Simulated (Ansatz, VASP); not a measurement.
## Two plane-wave programs on GaN

```
Ga N
1.0
     0.00000    2.13524    2.13524
     2.13524    0.00000    2.13524
     2.13524    2.13524    0.00000
Ga N
1 1
Direct
  0.00000 0.00000 0.00000
  0.48946 0.51054 0.51054
```

Change from the starting cell: one atom moved.

Alike in both runs: task single point; functional PBE; k mesh 14 × 14 × 14; occupations gaussian, width 0.05 eV; no spin polarisation.

|  | VASP | Ansatz |
| --- | --- | --- |
| version | VASP 6.6.1 | Ansatz 0.2.0 |
| potentials or method | VASP PAW PBE potentials, release 64 (Ga_d, N) | scalar-relativistic, plane waves, PAW |
| plane-wave cutoff (eV) | 520 | 420 |
| valence electrons in the cell | 18 | 18 |

```csv
,VASP,Ansatz,Ansatz less VASP
gap on the k mesh at the Fermi level (eV),0.40,0.41,+0.009
least direct gap on the mesh (eV),2.36,2.36,-0.003
pressure (GPa),0.6,-0.1,-0.75
largest component of the traceless stress (GPa),0.56,0.57,+0.008
rms of the force components (eV/Å),0.052,0.051,-0.0017
```

Atom by atom the forces differ by 0.002 eV/Å (rms over components). With one functional, cell and mesh, what is left measures potentials, basis and numerics.

A k mesh can miss the band edges.
